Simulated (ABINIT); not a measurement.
Crystal: TaN.

```xyz
2
Lattice="0.0000 2.2113 2.2113 2.2113 0.0000 2.2113 2.2113 2.2113 0.0000" Properties=species:S:1:pos:R:3 pbc="T T T"
Ta    2.2113    2.2113    2.2113
N     0.0000    0.0000    0.0000
```

The cell comes from a database or a generator and needn't be the stable form of this composition.

Base run:

```yaml
Program: ABINIT 10.8.3 (patched build)
Functional: PW91
Potentials_or_basis: JTH PAW PBE v2.0
Cutoff: 707 eV
k_mesh: 10 × 10 × 10
Occupations: fermi-dirac, width 0.05 eV
Spin: no spin polarisation
```

Its results: band gap on the k mesh none (metal or under the smearing width); pressure -1.5 GPa.

Problem. After a change of settings the same cell gave: band gap on the k mesh none (metal or under the smearing width); pressure -10.5 GPa. Which change was it?
A. functional from PW91 to PBE; potentials or basis from JTH PAW PBE v2.0 to SG15 NC PBE v1.2; cutoff from 707 eV to 1143 eV; valence electrons from 18 to 32
B. functional from PW91 to BLYP; spin from no spin polarisation to spin-orbit coupling, no magnetisation
C. functional from PW91 to PBEsol

Solution. C.

PBEsol binds more tightly than PW91, so the same cell stands under less pressure.

Caveats: the highest band is partly filled, so the run has too few bands; the PAW data sets were made with another functional, which shifts forces and pressure a little; spin-orbit coupling is left out, which moves the levels of the heavy elements.
